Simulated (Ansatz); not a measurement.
The system is BN.

```
N B
1.0
     2.49824    0.00000    0.00000
    -1.24912    2.16354    0.00000
     0.00000    0.00000    6.63570
N B
2 2
Direct
  0.66667 0.33333 0.25000
  0.33333 0.66667 0.75000
  0.66667 0.33333 0.75000
  0.33333 0.66667 0.25000
```

Base run:

```yaml
Program: Ansatz 0.2.0
Functional: PBEsol
Potentials_or_basis: Ansatz PAW
Cutoff: "420 eV (not typed: the program's choice for these potentials)"
k_mesh: 12 × 12 × 4
Occupations: fermi-dirac, width 0.05 eV
Spin: no spin polarisation
```

Its results: band gap on the k mesh 4.19 eV, indirect (least direct gap 4.60 eV); pressure 2.1 GPa.

Q: The run is repeated on the same cell with these changes: functional from PBEsol to PBE; cutoff from 420 eV (not typed: the program's choice for these potentials) to 350 eV. What comes out?

A: Band gap on the k mesh 4.29 eV, indirect (least direct gap 4.66 eV); pressure 5.1 GPa.

PBE binds less tightly than PBEsol, so the same cell stands under more pressure.

Caveats: this functional lacks dispersion, which binds the layers, so the pressure and a relaxed spacing across them are unreliable; the PAW data sets come from PBE, with cores solved anew for the run's functional, which leaves a small shift of forces and pressure (some runs); the pressure holds a Pulay correction of +4.5 GPa for the finite cutoff (some runs); the cutoff lies under the one recommended for these potentials (some runs).

A k mesh can miss the band edges.
